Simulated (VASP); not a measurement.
Here is a VASP 6.6.1 calculation.

Contents of run.py:

```python
from ase.calculators.vasp import Vasp
from ase.dft.bandgap import bandgap
from ase.spacegroup import crystal

atoms = crystal(
    ['Cd'],
    basis=[[0.0, 0.0, 0.0]],
    spacegroup=229,
    setting=1,
    cellpar=[3.568644, 3.568644, 3.568644, 90.0, 90.0, 90.0],
    primitive_cell=True,
)
calc = Vasp(
    directory='calc',
    xc='pbesol',
    pp='PBE',
    setups={'base': 'minimal', 'Cd': '_GW'},
    prec='Accurate',
    encut=550,
    ediff=1e-06,
    ismear=0,
    sigma=0.05,
    lreal=False,
    lasph=True,
    nelm=100,
    algo='Normal',
    isif=2,
    lwave=False,
    lcharg=True,
    lelf=True,
    lvhar=True,
    kpts=[10, 10, 10],
    gamma=True,
    nbands=12,
)
atoms.calc = calc

print('energy (eV):', atoms.get_potential_energy())
print('free energy (eV):', atoms.get_potential_energy(force_consistent=True))
print('forces (eV/A):')
print(atoms.get_forces())
print('stress (eV/A^3, Voigt):', atoms.get_stress())
print('Fermi level (eV):', calc.get_fermi_level())
gap, top, bottom = bandgap(calc)
print('band gap (eV):', gap, 'from (spin, k, band)', top, 'to', bottom)
```

Potentials or basis: VASP PAW PBE potentials, release 64 (Cd_GW).

Launch:

```console
$ python run.py
```

Problem. Predict the band gap on the k mesh.

Solution. None (metal or under the smearing width).

Problem. Predict the pressure.

Solution. -2.9 GPa.

Caveat: the PAW data sets were made with another functional, which shifts forces and pressure a little.
